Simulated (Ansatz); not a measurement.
# CdSe: which structure wins at one pressure

Aim: bring CdSe in several structures (rocksalt, CsCl, zincblende, wurtzite, NiAs) to one pressure and rank them by enthalpy. The pressure is set by scaling the first phase. The runs shown use LAPW. Companion runs by PAW are cited.

Method: DFT, PBE, all-electron LAPW, scalar-relativistic, in Ansatz 0.2.0.

## Step 1: The starting structure

Symmetry: Fm-3m, No. 225, cubic system. Conventional cell: a = 5.282 Å, b = 5.282 Å, c = 5.282 Å, α = 90.00°, β = 90.00°, γ = 90.00°. Cd (site symmetry m-3m) has 6 Se at 2.64 Å as nearest neighbours. Around Se (site symmetry m-3m) lie 6 Cd at 2.64 Å.

Structure file:

```xyz
2
Lattice="0.0000 2.6411 2.6411 2.6411 0.0000 2.6411 2.6411 2.6411 0.0000" Properties=species:S:1:pos:R:3 pbc="T T T"
Cd    0.0000    0.0000    0.0000
Se    2.6411    2.6411    2.6411
```

Atoms are numbered in the order of the input: Cd1, Se2.

## Step 2: Rocksalt relaxed under pressure, LAPW

Input file input.yaml:

```yaml
crystal:
  lattice:
    - [0.0, 2.6410961171, 2.6410961171]
    - [2.6410961171, 0.0, 2.6410961171]
    - [2.6410961171, 2.6410961171, 0.0]
  atoms:
    - { symbol: Cd, position: [0.0, 0.0, 0.0] }
    - { symbol: Se, position: [0.5, 0.5, 0.5] }
kpoints:
  mp_grid: { grid: [13, 13, 13] }
scf:
  occupations: { method: fermi_dirac, width: 0.05 }
hamiltonian:
  xc: pbe
  pseudopotentials: { kind: all_electron, lapw: { basis_error: 0.0005 } }
output:
  forces: true
  stress: true
  eigenvalues: true
relax:
  f_tol: 0.005
  max_steps: 12
  cell: { p_target: 27.0, stress_tol: 0.03 }
```

Run with:

```console
ansatz run input.yaml --threads 1 --pin off --max-ram 3584MiB --backend cpu --events-out ev --progress --plain --runs-dir out
```

What it wrote, cut to the lines that bear on the results:

```text
[...]
LAPW: plane waves up to 9.105 Å⁻¹, error target 5.0e-4 eV per atom; small_component_spin mean_spin; Se in spheres of 1.237 Å, 24 of its electrons in bands, Dirac shells []; Cd in spheres of 1.325 Å, 30 of its electrons in bands, Dirac shells []
[...]
Pseudopotentials: kind: all_electron
Pseudopotential: Cd, LAPW, valence charge 30, Koelling and Harmon's equation, gaussian nucleus
Pseudopotential: Se, LAPW, valence charge 24, Koelling and Harmon's equation, gaussian nucleus
Functional definition: PBE
[...]
Crystal: 2 atoms, lattice volume = 36.845 Å³
Basis set: ecut = 315.82273343909065 eV, 459 PW (Γ), exchange–correlation at level 2
Bands: 33, of which v1, the nominal top of the filled ones, is band 27 counted from 1 (26 counted from 0)
Symmetry: 48 space group operations
Space group: Fm-3m (ITA 225), of the structure as read, at distance tolerance 3.3e-5 Å
k-points: 84 of 2197
[...]
SCF iter   1: F=—  HF=-218361.783356 eV  |F-HF|=—  |Δ(HF+E_count)|=         —  Δρ=3.68e-2  dr2=9.15e-1  ethr=1.69e-3  ⟨swp⟩=2.0  Hψ=16887  notcnv=0
[...]
relax step   1: F+E_penalty+E_count = -218361.39089849 eV  Δ(F+E_penalty+E_count) = +0.000e0 eV  max|allowed force component| = 1.150e-30 eV/Å  Δτ_max = 0.0000 Å  P = +27.030 GPa  Ω = 36.845 Å³  (8 SCF iters, accepted)
[...]
relax step   2: F+E_penalty+E_count = -218361.39089849 eV  Δ(F+E_penalty+E_count) = -1.222e-9 eV  max|allowed force component| = 1.972e-30 eV/Å  Δτ_max = 0.0000 Å  P = +27.030 GPa  Ω = 36.845 Å³  stress off target by 2.98e-2 GPa  SCF on the basis re-selected at this cell (its energy is [...]
SCF converged after 2 iterations
Free energy (F): -218361.390898 eV
[...]
E sigma→0 (E₀):  -218361.389106 eV
Entropy (-TS):   -0.003585 eV (-1.793 meV/atom)
Fermi energy:    15.969395 eV
[...]
--- Forces (eV/Å), atoms counted from 1 ---
  atom   1  Cd     0.00000000    -0.00000000     0.00000000
  atom   2  Se    -0.00000000     0.00000000    -0.00000000
[...]
--- Stress (GPa, compression-positive) ---
       27.029765       0.000000      -0.000000
        0.000000      27.029765      -0.000000
       -0.000000      -0.000000      27.029765
  P = ⅓ Tr σ = 27.0298 GPa (270.298 kbar)
--- Band table (eV; the first three rows and the last of 84) ---
[...]
--- Relaxed structure (1 steps of the walk, 1 accepted, 1 SCFs on fresh bases) ---
  F+E_penalty+E_count = -218361.39089849 eV   max|allowed force component| = 1.972e-30 eV/Å   (the final SCF, on the basis selected at the relaxed cell)
  cell:  # Å, volume = 36.8453 Å³
    - [0.0, 2.6410961171, 2.6410961171]
    - [2.6410961171, 0.0, 2.6410961171]
    - [2.6410961171, 2.6410961171, 0.0]
  atoms:
    - { symbol: Cd, position: [0.0, 0.0, 0.0] }
    - { symbol: Se, position: [0.5, 0.5, 0.5] }
```

It took 47 s on 1 thread of Intel Xeon Platinum 8259CL at 2.50GHz (Skylake/Cascade Lake), shared host; peak memory 0.58 GiB.

Relaxation path:

```csv
step,energy from step 1 (eV/cell),largest force component (eV/Å),pressure (GPa),volume (Å³)
1,0.0000,0.0000,27.03,36.85
2,0.0000,0.0000,27.03,36.85
```

Step 1 is the start. Step 2 repeats the geometry before on a plane-wave basis chosen anew for that cell, so the energy can jump there without any move; the table keeps such jumps.

| input's cell | before | after | change |
| --- | --- | --- | --- |
| a (Å) | 3.735 | 3.735 | +0.0 % |
| b (Å) | 3.735 | 3.735 | +0.0 % |
| c (Å) | 3.735 | 3.735 | +0.0 % |
| volume (Å³/atom) | 18.42 | 18.42 | +0.0 % |

Read from it: pressure 27.03 GPa; no gap.

## Step 3: CsCl relaxed under pressure, LAPW

Edit input.yaml of step 2 so:

```diff
@@ -2,5 +2,5 @@
   lattice:
-    - [0.0, 2.6410961171, 2.6410961171]
-    - [2.6410961171, 0.0, 2.6410961171]
-    - [2.6410961171, 2.6410961171, 0.0]
+    - [3.2692792391, 0.0, 0.0]
+    - [0.0, 3.2692792391, 0.0]
+    - [0.0, 0.0, 3.2692792391]
   atoms:
```

Run with:

```console
ansatz run input.yaml --threads 1 --pin off --max-ram 3584MiB --backend cpu --events-out ev --progress --plain --runs-dir out
```

What it wrote, cut to the lines that bear on the results:

```text
[...]
LAPW: plane waves up to 8.346 Å⁻¹, error target 5.0e-4 eV per atom; small_component_spin mean_spin; Se in spheres of 1.318 Å, 24 of its electrons in bands, Dirac shells []; Cd in spheres of 1.429 Å, 20 of its electrons in bands, Dirac shells []
[...]
[... 1 set-up line as earlier in the session ...]
Pseudopotential: Cd, LAPW, valence charge 20, Koelling and Harmon's equation, gaussian nucleus
[... 2 set-up lines as earlier in the session ...]
[...]
Crystal: 2 atoms, lattice volume = 34.943 Å³
Basis set: ecut = 265.3587960247597 eV, 341 PW (Γ), exchange–correlation at level 2
Bands: 27, of which v1, the nominal top of the filled ones, is band 22 counted from 1 (21 counted from 0)
[... 1 set-up line as earlier in the session ...]
Space group: Pm-3m (ITA 221), of the structure as read, at distance tolerance 3.3e-5 Å
k-points: 84 of 2197
[...]
E sigma→0 (E₀):  -218360.506013 eV
Entropy (-TS):   -0.010255 eV (-5.127 meV/atom)
Fermi energy:    17.486631 eV
[...]
--- Forces (eV/Å), atoms counted from 1 ---
  atom   1  Cd    -0.00000000     0.00000000     0.00000000
  atom   2  Se    -0.00000000    -0.00000000     0.00000000
[...]
--- Stress (GPa, compression-positive) ---
       26.979643       0.000000      -0.000000
        0.000000      26.979643       0.000000
       -0.000000       0.000000      26.979643
  P = ⅓ Tr σ = 26.9796 GPa (269.796 kbar)
--- Band table (eV; the first three rows and the last of 84) ---
[... band rows left out ...]
[...]
--- Relaxed structure (1 steps of the walk, 1 accepted, 1 SCFs on fresh bases) ---
  F+E_penalty+E_count = -218360.51114034 eV   max|allowed force component| = 3.418e-30 eV/Å   (the final SCF, on the basis selected at the relaxed cell)
  cell:  # Å, volume = 34.9427 Å³
    - [3.2692792391, 0.0, 0.0]
    - [0.0, 3.2692792391, 0.0]
    - [0.0, 0.0, 3.2692792391]
  atoms:
    - { symbol: Cd, position: [0.0, 0.0, 0.0] }
    - { symbol: Se, position: [0.5, 0.5, 0.5] }
```

Run time: 42 s. Hardware: 1 thread of Intel Xeon Platinum 8259CL at 2.50GHz (Skylake/Cascade Lake), shared host; peak memory 0.51 GiB.

Step by step:

```csv
step,energy from step 1 (eV/cell),largest force component (eV/Å),pressure (GPa),volume (Å³)
1,0.0000,0.0000,26.98,34.94
2,0.0000,0.0000,26.98,34.94
```

Step 1 is the start. Step 2 repeats the geometry before on a plane-wave basis chosen anew for that cell, so the energy can jump there without any move; the table keeps such jumps.

| input's cell | before | after | change |
| --- | --- | --- | --- |
| a (Å) | 3.269 | 3.269 | +0.0 % |
| b (Å) | 3.269 | 3.269 | +0.0 % |
| c (Å) | 3.269 | 3.269 | +0.0 % |
| volume (Å³/atom) | 17.47 | 17.47 | +0.0 % |

Read from it: pressure 26.98 GPa; no gap.

## Step 4: Zincblende relaxed under pressure, LAPW

Input file input.yaml:

```yaml
crystal:
  lattice:
    - [0.0, 2.8034857674, 2.8034857674]
    - [2.8034857674, 0.0, 2.8034857674]
    - [2.8034857674, 2.8034857674, 0.0]
  atoms:
    - { symbol: Cd, position: [0.0, 0.0, 0.0] }
    - { symbol: Se, position: [0.25, 0.25, 0.25] }
kpoints:
  mp_grid: { grid: [12, 12, 12] }
scf:
  occupations: { method: fermi_dirac, width: 0.05 }
hamiltonian:
  xc: pbe
  pseudopotentials: { kind: all_electron, lapw: { basis_error: 0.0005 } }
output:
  forces: true
  stress: true
  eigenvalues: true
relax:
  f_tol: 0.005
  max_steps: 12
  cell: { p_target: 27.0, stress_tol: 0.03 }
```

Run with:

```console
ansatz run input.yaml --threads 1 --pin off --max-ram 3584MiB --backend cpu --events-out ev --progress --plain --runs-dir out
```

What it wrote:

```text
The last accepted step is kept in <dir> (removed where the run ends without a failure and the disk answers)
LAPW: plane waves up to 10.084 Å⁻¹, error target 5.0e-4 eV per atom; small_component_spin mean_spin; Se in spheres of 1.146 Å, 24 of its electrons in bands, Dirac shells []; Cd in spheres of 1.209 Å, 30 of its electrons in bands, Dirac shells []
Engine: ansatz 0.2.0
[... 4 set-up lines as earlier in the session ...]
  parameter kappa = 0.804
  parameter beta = 0.06672455060314922
  exchange = pbe_x(kappa = kappa, mu = beta*pi^2/3)
  correlation = pbe_c(beta = beta)
Crystal: 2 atoms, lattice volume = 44.068 Å³
Basis set: ecut = 387.4559284829753 eV, 749 PW (Γ), exchange–correlation at level 2
Bands: 33, of which v1, the nominal top of the filled ones, is band 27 counted from 1 (26 counted from 0)
Symmetry: 24 space group operations
Space group: F-43m (ITA 216), of the structure as read, at distance tolerance 3.5e-5 Å
k-points: 72 of 1728 (time reversal used)
Non-local potential: Cd, projectors of the file, none
Non-local potential: Se, projectors of the file, none
Initial density: superposition of atomic densities (chi_scale 0.1, normalization cell, long waves kept (reshape's long-wave potential 0.00 eV rms))
Initial wavefunctions: plane waves of lowest kinetic energy (no species holds an atomic orbital)
Functional: x = pbe(κ = 0.804, μ = 0.2195149727645171), c = pbe(β = 0.06672455060314922)
iter 1 solved again at ethr=1.79e-3 eV; its pass at ethr=1.00e-1 eV (dr2=9.67e-1 eV) is discarded
SCF iter   1: F=—  HF=-218361.770095 eV  |F-HF|=—  |Δ(HF+E_count)|=         —  Δρ=3.50e-2  dr2=9.69e-1  ethr=1.79e-3  ⟨swp⟩=2.0  Hψ=14514  notcnv=0
preconditioner: auto → none  [insulator: Δε(μ)=1.339 eV  Ē_g=14.705 eV  σ=0.050 eV  W_gap=1.00  n_scr=14 (ndim 8)  ℏωp=23.7 eV  f_vac=0.199  D(μ)=0.00/eV (n_scr^D=0)  ε∞_Penn≈3.6]
iter 2 solved again at ethr=3.53e-5 eV; its pass at ethr=1.79e-3 eV (dr2=1.91e-2 eV) is discarded
SCF iter   2: F=—  HF=-218361.421436 eV  |F-HF|=—  |Δ(HF+E_count)|=   3.49e-1  Δρ=8.09e-3  dr2=1.90e-2  ethr=3.53e-5  ⟨swp⟩=2.0  Hψ=12198  notcnv=0
SCF iter   3: F=—  HF=-218361.391526 eV  |F-HF|=—  |Δ(HF+E_count)|=         —  Δρ=5.02e-3  dr2=9.96e-3  ethr=3.53e-5  ⟨swp⟩=2.0  Hψ=6987  notcnv=0
the basis was enlarged: its passes take 83.3 KiB over the memory plan, 1 of 1 planned eigensolver slots
SCF iter   4: F=—  HF=-218361.390735 eV  |F-HF|=—  |Δ(HF+E_count)|=   7.91e-4  Δρ=2.04e-3  dr2=1.80e-3  ethr=1.84e-5  ⟨swp⟩=2.0  Hψ=6554  notcnv=0
SCF iter   5: F=—  HF=-218361.390868 eV  |F-HF|=—  |Δ(HF+E_count)|=   1.33e-4  Δρ=3.73e-4  dr2=4.37e-5  ethr=3.34e-6  ⟨swp⟩=2.0  Hψ=6575  notcnv=0
SCF iter   6: F=—  HF=-218361.390876 eV  |F-HF|=—  |Δ(HF+E_count)|=   8.20e-6  Δρ=7.24e-5  dr2=1.66e-6  ethr=8.10e-8  ⟨swp⟩=2.9  Hψ=6649  notcnv=0
SCF iter   7: F=-218361.390879 eV  HF=-218361.390879 eV  |F-HF|=5.32e-8  |Δ(HF+E_count)|=   3.67e-6  Δρ=7.86e-6  dr2=2.26e-8  ethr=3.07e-9  ⟨swp⟩=3.0  Hψ=6982  notcnv=0
SCF 1 converged in 7 iterations: F = -218361.390879 eV  dr2 = 2.26e-8
relax step   1: F+E_penalty+E_count = -218361.39087949 eV  Δ(F+E_penalty+E_count) = +0.000e0 eV  max|allowed force component| = 1.434e-16 eV/Å  Δτ_max = 0.0000 Å  P = +27.057 GPa  Ω = 44.068 Å³  (7 SCF iters, accepted)
Crystal: 2 atoms, lattice volume = 44.096 Å³
Basis set: ecut = 387.29536385741187 eV, 749 PW (Γ), exchange–correlation at level 2
Initial density: handed on by an earlier stage of this run
Initial wavefunctions: those handed on with the density
iter 1 solved again at ethr=8.89e-11 eV; its pass at ethr=1.00e-1 eV (dr2=4.80e-8 eV) is discarded
SCF iter   1: F=—  HF=-218361.395500 eV  |F-HF|=—  |Δ(HF+E_count)|=         —  Δρ=6.55e-6  dr2=1.31e-8  ethr=8.89e-11  ⟨swp⟩=4.9  Hψ=12728  notcnv=0
preconditioner: auto → none  [insulator: Δε(μ)=1.069 eV  Ē_g=15.110 eV  σ=0.050 eV  W_gap=1.00  n_scr=14 (ndim 8)  ℏωp=23.7 eV  f_vac=0.234  D(μ)=0.00/eV (n_scr^D=0)  ε∞_Penn≈3.5]
SCF iter   2: F=-218361.395500 eV  HF=-218361.395500 eV  |F-HF|=5.88e-9  |Δ(HF+E_count)|=   1.44e-8  Δρ=3.47e-6  dr2=4.75e-9  ethr=2.43e-11  ⟨swp⟩=3.0  Hψ=6783  notcnv=0
SCF 2 converged in 2 iterations: F = -218361.395500 eV  dr2 = 4.75e-9
relax step   2: F+E_penalty+E_count = -218361.39549985 eV  Δ(F+E_penalty+E_count) = -4.620e-3 eV  max|allowed force component| = 1.411e-16 eV/Å  Δτ_max = 0.0000 Å  P = +26.962 GPa  Ω = 44.096 Å³  (2 SCF iters, accepted)
Crystal: 2 atoms, lattice volume = 44.085 Å³
Basis set: ecut = 387.35937946733696 eV, 749 PW (Γ), exchange–correlation at level 2
iter 1 solved again at ethr=3.69e-11 eV; its pass at ethr=1.00e-1 eV (dr2=1.99e-8 eV) is discarded
SCF iter   1: F=—  HF=-218361.393659 eV  |F-HF|=—  |Δ(HF+E_count)|=         —  Δρ=3.91e-6  dr2=6.07e-9  ethr=3.69e-11  ⟨swp⟩=4.8  Hψ=12373  notcnv=0
preconditioner: auto → none  [insulator: Δε(μ)=1.070 eV  Ē_g=15.111 eV  σ=0.050 eV  W_gap=1.00  n_scr=14 (ndim 8)  ℏωp=23.7 eV  f_vac=0.233  D(μ)=0.00/eV (n_scr^D=0)  ε∞_Penn≈3.5]
SCF iter   2: F=-218361.393659 eV  HF=-218361.393659 eV  |F-HF|=4.02e-9  |Δ(HF+E_count)|=   1.07e-8  Δρ=2.16e-6  dr2=1.73e-9  ethr=1.12e-11  ⟨swp⟩=3.0  Hψ=6799  notcnv=0
SCF 3 converged in 2 iterations: F = -218361.393659 eV  dr2 = 1.73e-9
relax step   3: F+E_penalty+E_count = -218361.39365914 eV  Δ(F+E_penalty+E_count) = +1.841e-3 eV  max|allowed force component| = 9.021e-17 eV/Å  Δτ_max = 0.0000 Å  P = +27.000 GPa  Ω = 44.085 Å³  (2 SCF iters, accepted)
iter 1 solved again at ethr=3.19e-12 eV; its pass at ethr=1.00e-1 eV (dr2=1.73e-9 eV) is discarded
SCF iter   1: F=—  HF=-218361.393659 eV  |F-HF|=—  |Δ(HF+E_count)|=         —  Δρ=2.16e-6  dr2=1.73e-9  ethr=6.62e-12 (applied; sched 3.19e-12)  ⟨swp⟩=3.0  Hψ=11166  notcnv=0
SCF iter   2: F=-218361.393659 eV  HF=-218361.393659 eV  |F-HF|=1.37e-9  |Δ(HF+E_count)|=   5.50e-9  Δρ=1.21e-6  dr2=5.55e-10  ethr=7.87e-12 (applied; sched 3.19e-12)  ⟨swp⟩=3.0  Hψ=6682  notcnv=0
SCF 4 converged in 2 iterations: F = -218361.393659 eV  dr2 = 5.55e-10
relax step   4: F+E_penalty+E_count = -218361.39365913 eV  Δ(F+E_penalty+E_count) = +4.482e-9 eV  max|allowed force component| = 1.041e-16 eV/Å  Δτ_max = 0.0000 Å  P = +27.000 GPa  Ω = 44.085 Å³  stress off target by 1.24e-4 GPa  SCF on the basis re-selected at this cell (its energy is not comparable with the rows above)  (2 SCF iters)
basis re-selected at this cell: Δ(F+E_penalty+E_count) = +4.482e-9 eV, ΔP = -0.000 GPa vs the last step (what re-selecting the basis moved, after the strain that the cell walked since its last selection, with what the two solves' SCF thresholds leave and, on support functions, any second-order correction that the steps lacked; it is no measure of the basis error at this ecutwfc). This SCF's stress stands 1.24e-4 GPa from its target on what of the cell is left free (relax.cell.stress_tol is 3.00e-2 GPa) and its largest allowed force component is 1.04e-16 eV/Å (relax.f_tol is 5.00e-3 eV/Å): within both
SCF converged after 2 iterations
Free energy (F): -218361.393659 eV
Harris-Foulkes:  -218361.393659 eV  (|F-HF|=1.37e-9)
Internal energy: -218361.393659 eV  (E = F + TS)
E sigma→0 (E₀):  -218361.393659 eV
Entropy (-TS):   -0.000000 eV (-0.000 meV/atom)
Fermi energy:    13.035104 eV
--- Per-component energies (eV) ---
  E_band       = -5713.220907
  E_kinetic    = 227190.891593
  E_xc         = -6609.604181
  E_electrostatic = -438942.681071  (all electrons and nuclei)
  E_smearing   = -0.000000  (= −TS)
  E_closure    = 0.000000  (closes the sum)
  E_atoms      = -218356.868614  (free atoms, spherical and without spin; not in F)
  Σ components = -218361.393659   (vs F -218361.393659, Δ=0.00e0)
  Basis errors (estimates in eV, not in F): energy 2.2e-4 per atom: plane waves 2.0e-4 (1.2e-4 summed), levels above the bands 1.5e-87, relativity 3.4e-8, radial functions 1.9e-5, core shells 4.1e-7; eigenvalues (radial functions only) 2.3e-7; not estimated: angular momenta, meshes, grids; target (lapw.basis_error) 5.0e-4; muffin-tin radii Se 1.146 Å, Cd 1.209 Å
--- Forces (eV/Å), atoms counted from 1 ---
  atom   1  Cd     0.00000000     0.00000000     0.00000000
  atom   2  Se     0.00000000    -0.00000000    -0.00000000
  max |Σ_I F_I| component: 4.16e-17 eV/Å
--- Stress (GPa, compression-positive) ---
       26.999876       0.000000       0.000000
        0.000000      26.999876       0.000000
        0.000000       0.000000      26.999876
  P = ⅓ Tr σ = 26.9999 GPa (269.999 kbar)
--- Band table (eV; the first three rows and the last of 72) ---
  k-point 0: bands = ["-377.2898", "-377.2898", "-377.2882", "-377.2882", "-377.2882", "-195.2012", "-134.6704", "-134.6704", "-134.6704", "-89.9567", "-51.0339", "-51.0339", "-51.0339", "-34.9037", "-34.9037", "-34.9037", "-34.8956", "-34.8956", "-1.8654", "3.3160", "3.3160", "3.3160", "4.0223", "4.0223", "12.4529", "12.4529", "12.4529", "13.5225", "18.2729", "18.2729", "18.2729", "23.1881", "24.1338"]
  k-point 1: bands = ["-377.2898", "-377.2898", "-377.2882", "-377.2882", "-377.2882", "-195.2012", "-134.6704", "-134.6704", "-134.6704", "-89.9567", "-51.0340", "-51.0339", "-51.0339", "-34.9037", "-34.9037", "-34.9037", "-34.8956", "-34.8956", "-1.8242", "3.3306", "3.3306", "3.3386", "4.0207", "4.0207", "11.6547", "12.3584", "12.3584", "14.1387", "18.1939", "18.4081", "18.4081", "23.4115", "23.4115"]
  k-point 2: bands = ["-377.2898", "-377.2898", "-377.2882", "-377.2882", "-377.2882", "-195.2012", "-134.6704", "-134.6704", "-134.6704", "-89.9567", "-51.0342", "-51.0340", "-51.0340", "-34.9038", "-34.9037", "-34.9037", "-34.8956", "-34.8956", "-1.7104", "3.3688", "3.3688", "3.4192", "4.0189", "4.0189", "10.3968", "12.1168", "12.1168", "14.8110", "18.2339", "18.7139", "18.7139", "22.8157", "22.8157"]
  k-point 71: bands = ["-377.2898", "-377.2898", "-377.2882", "-377.2882", "-377.2882", "-195.2012", "-134.6704", "-134.6704", "-134.6704", "-89.9567", "-51.0348", "-51.0347", "-51.0344", "-34.9042", "-34.9040", "-34.9037", "-34.8955", "-34.8954", "-1.0370", "3.6067", "3.6909", "3.9600", "4.0041", "4.9406", "7.1259", "8.9663", "9.1826", "17.5576", "18.4820", "19.2903", "19.9603", "24.7038", "25.9895"]
--- Relaxed structure (3 steps of the walk, 3 accepted, 1 SCFs on fresh bases) ---
  F+E_penalty+E_count = -218361.39365913 eV   max|allowed force component| = 1.041e-16 eV/Å   (the final SCF, on the basis selected at the relaxed cell)
  cell:  # Å, volume = 44.0847 Å³
    - [2.10821017861055e-33, 2.803835128924905, 2.803835128924905]
    - [2.803835128924905, 4.1973127120977415e-33, 2.803835128924905]
    - [2.803835128924905, 2.803835128924905, 1.885287652171368e-33]
  atoms:
    - { symbol: Cd, position: [1.0018413035032093e-35, -2.0036826070064212e-35, 4.293605586442339e-35] }
    - { symbol: Se, position: [0.25, 0.25, 0.25] }
```

Wall time 2.2 min (1 thread of Intel Xeon Platinum 8259CL at 2.50GHz (Skylake/Cascade Lake), shared host); peak memory 0.56 GiB.

Step by step:

```csv
step,energy from step 1 (eV/cell),largest force component (eV/Å),pressure (GPa),volume (Å³)
1,0.0000,0.0000,27.06,44.07
2,-0.0046,0.0000,26.96,44.10
3,-0.0028,0.0000,27.00,44.08
4,-0.0028,0.0000,27.00,44.08
```

Step 1 is the start. Step 4 repeats the geometry before on a plane-wave basis chosen anew for that cell, so the energy can jump there without any move; the table keeps such jumps.

| input's cell | before | after | change |
| --- | --- | --- | --- |
| a (Å) | 3.965 | 3.965 | +0.0 % |
| b (Å) | 3.965 | 3.965 | +0.0 % |
| c (Å) | 3.965 | 3.965 | +0.0 % |
| volume (Å³/atom) | 22.03 | 22.04 | +0.0 % |

This run gives: pressure 27.00 GPa; gap on the k mesh 1.07 eV.

(Part 1 of 2 ends here.)
